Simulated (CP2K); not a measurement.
# ZrB2 (P6/mmm) in CP2K: further runs, part 2 of 2

CP2K 2026.2.

## 3. Band structure, PBE

Contents of zrb2_bands.inp:

```
&GLOBAL
  PROJECT zrb2_bands
  RUN_TYPE ENERGY_FORCE
  PRINT_LEVEL LOW
&END GLOBAL
&FORCE_EVAL
  METHOD QS
  STRESS_TENSOR ANALYTICAL
  &DFT
    BASIS_SET_FILE_NAME BASIS_MOLOPT
    POTENTIAL_FILE_NAME GTH_POTENTIALS
    &MGRID
      CUTOFF 450
      REL_CUTOFF 60
      NGRIDS 5
    &END MGRID
    &QS
      METHOD GPW
      EPS_DEFAULT 1.0E-9
    &END QS
    &KPOINTS
      SCHEME MONKHORST-PACK 10 10 8
      GAMMA_CENTERED T
      SYMMETRY T
      SYMMETRY_BACKEND SPGLIB
    &END KPOINTS
    &SCF
      SCF_GUESS ATOMIC
      EPS_SCF 1.0E-6
      MAX_SCF 100
      ADDED_MOS 15
      CHOLESKY OFF
      EPS_EIGVAL 1.0E-7
      &DIAGONALIZATION ON
        ALGORITHM STANDARD
      &END DIAGONALIZATION
      &MIXING ON
        METHOD BROYDEN_MIXING
        ALPHA 0.4
        BETA 1.5
        NBUFFER 8
      &END MIXING
      &SMEAR ON
        METHOD FERMI_DIRAC
        ELECTRONIC_TEMPERATURE [K] 580.226
      &END SMEAR
    &END SCF
    &XC
      &XC_FUNCTIONAL
        &GGA_X_PBE
        &END GGA_X_PBE
        &GGA_C_PBE
        &END GGA_C_PBE
      &END XC_FUNCTIONAL
    &END XC
    &PRINT
      &KPOINTS ON
      &END KPOINTS
      &MULLIKEN ON
      &END MULLIKEN
      &MO ON
        ENERGIES T
        OCCUPATION_NUMBERS T
        &EACH
          QS_SCF 0
        &END EACH
        ADD_LAST NUMERIC
      &END MO
      &BAND_STRUCTURE
        FILE_NAME bands.bs
        ADDED_MOS 6
        &KPOINT_SET
          UNITS B_VECTOR
          NPOINTS 6
          SPECIAL_POINT GAMMA 0.00000000 0.00000000 0.00000000
          SPECIAL_POINT M 0.50000000 0.00000000 0.00000000
          SPECIAL_POINT K 0.33333333 0.33333333 0.00000000
          SPECIAL_POINT GAMMA 0.00000000 0.00000000 0.00000000
          SPECIAL_POINT A 0.00000000 0.00000000 0.50000000
          SPECIAL_POINT L 0.50000000 0.00000000 0.50000000
          SPECIAL_POINT H 0.33333333 0.33333333 0.50000000
          SPECIAL_POINT A 0.00000000 0.00000000 0.50000000
        &END KPOINT_SET
        &KPOINT_SET
          UNITS B_VECTOR
          NPOINTS 6
          SPECIAL_POINT L 0.50000000 0.00000000 0.50000000
          SPECIAL_POINT M 0.50000000 0.00000000 0.00000000
        &END KPOINT_SET
        &KPOINT_SET
          UNITS B_VECTOR
          NPOINTS 6
          SPECIAL_POINT K 0.33333333 0.33333333 0.00000000
          SPECIAL_POINT H 0.33333333 0.33333333 0.50000000
        &END KPOINT_SET
      &END BAND_STRUCTURE
    &END PRINT
  &END DFT
  &SUBSYS
    &CELL
      ABC 3.1700000000 3.1700000000 3.5330000000
      ALPHA_BETA_GAMMA 90.0000000000 90.0000000000 120.0000000000
      PERIODIC XYZ
    &END CELL
    &COORD
      SCALED
      Zr  0.0000000000 0.0000000000 0.0000000000
      B   0.6666666667 0.3333333333 0.5000000000
      B   0.3333333333 0.6666666667 0.5000000000
    &END COORD
    &KIND Zr
      BASIS_SET DZVP-MOLOPT-SR-GTH-q12
      POTENTIAL GTH-PBE-q12
    &END KIND
    &KIND B
      BASIS_SET DZVP-MOLOPT-SR-GTH-q3
      POTENTIAL GTH-PBE-q3
    &END KIND
    &PRINT
      &ATOMIC_COORDINATES ON
      &END ATOMIC_COORDINATES
      &CELL ON
      &END CELL
    &END PRINT
  &END SUBSYS
  &PRINT
    &FORCES ON
    &END FORCES
    &STRESS_TENSOR ON
    &END STRESS_TENSOR
  &END PRINT
&END FORCE_EVAL
```

Potentials or basis: GTH_POTENTIALS Zr GTH-PBE-q12, B GTH-PBE-q3; DZVP-MOLOPT-SR-GTH basis.

On the command line:

```sh
$ OMP_NUM_THREADS=1 cp2k.psmp -i zrb2_bands.inp -o zrb2_bands.out
```

zrb2_bands.out:

```text

 CP2K| version string:                                       CP2K version 2026.2
 CP2K| Input file name                                            zrb2_bands.inp

 GLOBAL| Force Environment number                                              1
 GLOBAL| Basis set file name                                        BASIS_MOLOPT
 GLOBAL| Potential file name                                      GTH_POTENTIALS
 GLOBAL| MM Potential file name                                     MM_POTENTIAL
 GLOBAL| Coordinate file name                                      __STD_INPUT__
 GLOBAL| Method name                                                        CP2K
 GLOBAL| Project name                                                 zrb2_bands
 GLOBAL| Run type                                                   ENERGY_FORCE
 GLOBAL| FFT library                                                       FFTW3
[... 8 lines left out ...]
 GLOBAL| CPU model name                                                  UNKNOWN

 CELL| Volume [angstrom^3]:                                            30.746295
 CELL| Vector a [angstrom]:       3.170     0.000     0.000   |a| =     3.170000
 CELL| Vector b [angstrom]:      -1.585     2.745     0.000   |b| =     3.170000
 CELL| Vector c [angstrom]:       0.000     0.000     3.533   |c| =     3.533000
 CELL| Angle (b,c), alpha [degree]:                                    90.000000
 CELL| Angle (a,c), beta  [degree]:                                    90.000000
 CELL| Angle (a,b), gamma [degree]:                                   120.000000
 CELL| Numerically orthorhombic:                                              NO
 CELL| Periodicity                                                           XYZ

 CELL_REF| Volume [angstrom^3]:                                        30.746295
 CELL_REF| Vector a [angstrom     3.170     0.000     0.000   |a| =     3.170000
 CELL_REF| Vector b [angstrom    -1.585     2.745     0.000   |b| =     3.170000
 CELL_REF| Vector c [angstrom     0.000     0.000     3.533   |c| =     3.533000
 CELL_REF| Angle (b,c), alpha [degree]:                                90.000000
 CELL_REF| Angle (a,c), beta  [degree]:                                90.000000
 CELL_REF| Angle (a,b), gamma [degree]:                               120.000000
 CELL_REF| Numerically orthorhombic:                                          NO
 CELL_REF| Periodicity                                                       XYZ
[... 9 lines left out ...]
 TOTAL NUMBERS AND MAXIMUM NUMBERS

  Total number of            - Atomic kinds:                                   2
                             - Atoms:                                          3
                             - Shell sets:                                     3
[... 567 lines left out ...]
 MO|     24               1.398341              38.050790               0.000000
 MO| Sum:                                                              18.000007
 MO| E(Fermi):            0.470663 a.u.         12.807387 eV

 [... the levels of further k-points ...]

 !-----------------------------------------------------------------------------!
                     Mulliken Population Analysis

 #  Atom  Element  Kind  Atomic population                           Net charge
       1     Zr       1         11.495087                              0.504913
       2     B        2          3.252450                             -0.252450
       3     B        2          3.252463                             -0.252463
 # Total charge                             18.000000                  0.000000

 !-----------------------------------------------------------------------------!

 KPOINTS| Band Structure Calculation
 KPOINTS| Number of k-point sets                                               3
 KPOINTS| Number of added MOs/bands                                            6
 KPOINTS| Number of k-points in set    1                                      43
 KPOINTS| In units of b-vector [2pi/Bohr]
 KPOINTS| Special point     1       GAMMA     0.000000     0.000000     0.000000
 KPOINTS| Special point     2           M     0.500000     0.000000     0.000000
 KPOINTS| Special point     3           K     0.333333     0.333333     0.000000
 KPOINTS| Special point     4       GAMMA     0.000000     0.000000     0.000000
 KPOINTS| Special point     5           A     0.000000     0.000000     0.500000
 KPOINTS| Special point     6           L     0.500000     0.000000     0.500000
 KPOINTS| Special point     7           H     0.333333     0.333333     0.500000
 KPOINTS| Special point     8           A     0.000000     0.000000     0.500000
 KPOINTS| Number of k-points in set    2                                       7
 KPOINTS| In units of b-vector [2pi/Bohr]
 KPOINTS| Special point     1           L     0.500000     0.000000     0.500000
 KPOINTS| Special point     2           M     0.500000     0.000000     0.000000
 KPOINTS| Number of k-points in set    3                                       7
 KPOINTS| In units of b-vector [2pi/Bohr]
 KPOINTS| Special point     1           K     0.333333     0.333333     0.000000
 KPOINTS| Special point     2           H     0.333333     0.333333     0.500000

 ENERGY| Total FORCE_EVAL ( QS ) energy [hartree]            -52.899018859222437

 FORCES| Atomic forces [hartree/bohr]
 FORCES|   Atom     x               y               z               |f|
 FORCES|      1 -9.35599240E-10 -2.22612289E-08 -2.55905438E-15   2.22808810E-08
 FORCES|      2 -5.98027659E-09 -2.06717344E-08  7.61215434E-16   2.15193938E-08
 FORCES|      3  6.91534810E-09  4.29338024E-08 -2.00343333E-16   4.34871640E-08
 FORCES| Sum    -5.27726202E-13  8.39133327E-13 -1.99818228E-15
 FORCES| Total atomic force                                       9.91283853E-13

 STRESS| Analytical stress tensor [bar]
 STRESS|                        x                   y                   z
 STRESS|      x        1.67862962314E+03   1.41402276142E-01   8.73748181677E-10
 STRESS|      y        1.41402276142E-01   1.67796422975E+03   7.18528818721E-10
 STRESS|      z        8.73748181677E-10   7.18528818721E-10   1.10716908620E+04
 STRESS| 1/3 Trace                                             4.80942823829E+03
 STRESS| Determinant                                           3.11854151177E+10

 STRESS| Eigenvectors and eigenvalues of the analytical stress tensor [bar]
 STRESS|                        1                   2                   3
 STRESS| Eigenvalues   1.67793542721E+03   1.67865842568E+03   1.10716908620E+04
 STRESS|      x          -0.199593631692      0.979878758923      0.000000000000
 STRESS|      y           0.979878758923      0.199593631692      0.000000000000
 STRESS|      z          -0.000000000000     -0.000000000000      1.000000000000
```

bands.bs:

```text
# Set 1: 8 special points, 43 k-points, 30 bands
#  Special point 1          0.00000000     0.00000000     0.00000000  GAMMA
#  Special point 2          0.50000000     0.00000000     0.00000000  M
#  Special point 3          0.33333333     0.33333333     0.00000000  K
#  Special point 4          0.00000000     0.00000000     0.00000000  GAMMA
#  Special point 5          0.00000000     0.00000000     0.50000000  A
#  Special point 6          0.50000000     0.00000000     0.50000000  L
#  Special point 7          0.33333333     0.33333333     0.50000000  H
#  Special point 8          0.00000000     0.00000000     0.50000000  A
#  Point 1      Spin 1:     0.00000000     0.00000000     0.00000000       0.02325581
#   Band    Energy [eV]     Occupation
       1   -36.73331191     2.00000000
       2   -14.42170694     2.00000000
       3   -13.86899831     2.00000000
       4   -13.86899828     2.00000000
       5     0.14518649     2.00000000
       6    10.24209139     2.00000000
[... 1366 lines left out ...]
      29    47.09745167     0.00000000
      30    48.30120383     0.00000000
# Set 2: 2 special points, 7 k-points, 30 bands
#  Special point 1          0.50000000     0.00000000     0.50000000  L
#  Special point 2          0.50000000     0.00000000     0.00000000  M
#  Point 1      Spin 1:     0.50000000     0.00000000     0.50000000       0.14285714
#   Band    Energy [eV]     Occupation
       1   -36.60490904     2.00000000
       2   -14.72538912     2.00000000
       3   -14.53645495     2.00000000
       4   -14.04215774     2.00000000
       5     2.95226016     2.00000000
       6     5.87856618     2.00000000
[... 63 lines left out ...]
       6     5.22005523     2.00000000
[... 12 lines left out ...]
      19    26.20501993     0.00000000
      20    27.85908549     0.0000
```

Run time: 98 s. Hardware: 1 thread of Arm Neoverse V1, shared host; peak memory 0.31 GiB.

What came out:

```yaml
Free_energy: -1439.4555 eV
Pressure: 0.5 GPa
Band_gap_on_the_k_mesh: none (metal or under the smearing width)
Mulliken_charges: Zr +0.50; B -0.25 e
```

Levels at the corners of the path, in eV from the Fermi level:
```csv
point,band 6,band 7,band 8,band 9,band 10,band 11,band 12,band 13
Γ,-2.57,-2.57,-2.51,-2.29,3.49,3.49,4.27,4.27
M,-8.44,-3.84,-3.00,-2.61,2.31,2.39,5.00,5.14
K,-7.71,-6.84,-2.39,-2.39,1.66,1.66,3.30,8.59
Γ,-2.57,-2.57,-2.51,-2.29,3.49,3.49,4.27,4.27
A,-6.90,-0.91,-0.91,0.39,0.39,0.88,0.88,1.93
L,-6.93,-4.55,-4.06,-1.95,3.82,4.34,5.37,6.34
H,-8.68,-4.87,-2.62,-2.62,4.16,6.11,6.11,6.67
A,-6.90,-0.91,-0.91,0.39,0.39,0.88,0.88,1.93
L,-6.93,-4.55,-4.06,-1.95,3.82,4.34,5.37,6.34
M,-8.44,-3.84,-3.00,-2.61,2.31,2.39,5.00,5.14
K,-7.71,-6.84,-2.39,-2.39,1.66,1.66,3.30,8.59
H,-8.68,-4.87,-2.62,-2.62,4.16,6.11,6.11,6.67
```

Caveat: Mulliken charges move with the basis; the basis of atomic orbitals isn't converged, which shifts pressures, moduli and gaps.
